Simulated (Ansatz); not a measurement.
Runs of Ansatz 0.2.0 on NbP. Symmetry: I4_1md, No. 109, tetragonal system. The conventional cell has a = 3.350 Å, b = 3.350 Å, c = 11.480 Å, α = 90.00°, β = 90.00°, γ = 90.00°. Nb (site symmetry 2mm) is surrounded by 6 P at 2.55 Å. P (site symmetry 2mm) has 6 Nb at 2.55 Å as nearest neighbours. The cell is a database's computed one.

| task | level | spin | cutoff (eV) | points for each segment of the path | gap on the mesh (eV) | pressure (GPa) | V0 of scaled cells (Å³/atom) | B0 (GPa) | largest force (eV/Å) |
| --- | --- | --- | --- | --- | --- | --- | --- | --- | --- |
| band structure | PBEsol | SOC, no magnetisation | 420 | 14 | none | -6.4 | - | - | 0.02 |
| equation of state | LDA | off | 420 | - | - | - | 15.33 | 213 | - |
| band structure | r2SCAN | off | 500 | 14 | none | (a) | - | - | - |
| band structure | LDA | off | 420 | 14 | none | -9.4 | - | - | 0.02 |
| band structure | PBEsol | off | 420 | 14 | none | -6.4 | - | - | 0.02 |
| equation of state | r2SCAN | off | 500 | - | - | - | 15.97 | (b) | - |

Alike in all rows: potentials or basis Ansatz PAW; cell as given; k mesh 11 × 11 × 11; smearing fermi-dirac 0.05 eV.

Q: Estimate the missing entries.

A: (a) -1.6; (b) 197.

Caveats: the PAW data sets come from PBE, with cores solved anew for the run's functional, which leaves a small shift of forces and pressure (some runs); the cell was scaled at fixed shape and fractional positions, which overstates the stiffness of a crystal with free parameters, most of all of layers and chains (some runs); the PAW data sets were made with another functional, which shifts forces and pressure a little (some runs).

A k mesh can miss the band edges, and rows without SOC leave out spin-orbit coupling on Nb.

A gap of «none» marks a metal or a gap under the smearing width.

Runs at the PBE level aren't shown here.
